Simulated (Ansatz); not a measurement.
Start from `CCCCO` and change one atom or group to get `OC[CH2][SnH3]`.

Ansatz, PBE0-D4/def2-TZVP geometries, multiplicity 1. Each molecule was computed in one conformer, which needn't be the lowest.

Elements past krypton have def2 core potentials.

| property | `CCCCO` |
| --- | --- |
| HOMO energy (B3LYP/def2-TZVPP) / eV | -7.50 |
| HOMO energy (PBE0/def2-TZVPP) / eV | -7.74 |
| size of the dipole moment (PBE/def2-TZVPP) / D | 1.60 |
| HOMO–LUMO gap (B3LYP/def2-TZVPP) / eV | 8.21 |
| HOMO energy (PBE/def2-TZVPP) / eV | -6.08 |
| HOMO–LUMO gap (PBE0/def2-TZVPP) / eV | 8.81 |

What does the change do to each property? (An estimate is asked.)

Computed: 
```json
{"property": "HOMO energy (B3LYP/def2-TZVPP) / eV", "`OC[CH2][SnH3]`": "-7.69", "shift": "-0.19"}
{"property": "HOMO energy (PBE0/def2-TZVPP) / eV", "`OC[CH2][SnH3]`": "-7.92", "shift": "-0.18"}
{"property": "size of the dipole moment (PBE/def2-TZVPP) / D", "`OC[CH2][SnH3]`": "1.19", "shift": "-0.41"}
{"property": "HOMO–LUMO gap (B3LYP/def2-TZVPP) / eV", "`OC[CH2][SnH3]`": "7.71", "shift": "-0.50"}
{"property": "HOMO energy (PBE/def2-TZVPP) / eV", "`OC[CH2][SnH3]`": "-6.24", "shift": "-0.16"}
{"property": "HOMO–LUMO gap (PBE0/def2-TZVPP) / eV", "`OC[CH2][SnH3]`": "8.21", "shift": "-0.60"}
```

With PBE0 the HOMO falls by 0.18 eV and the LUMO falls by 0.78 eV, so the gap narrows by about 0.60 eV. PBE moves the HOMO by -0.16 eV and ωB97M-V by -0.20 eV. Dipoles are sizes alone; their direction can turn.

B3LYP here is the variant with VWN-RPA as its local correlation; programs differ in this.

Positive LUMOs are unbound, so they and the gaps depend on the basis.
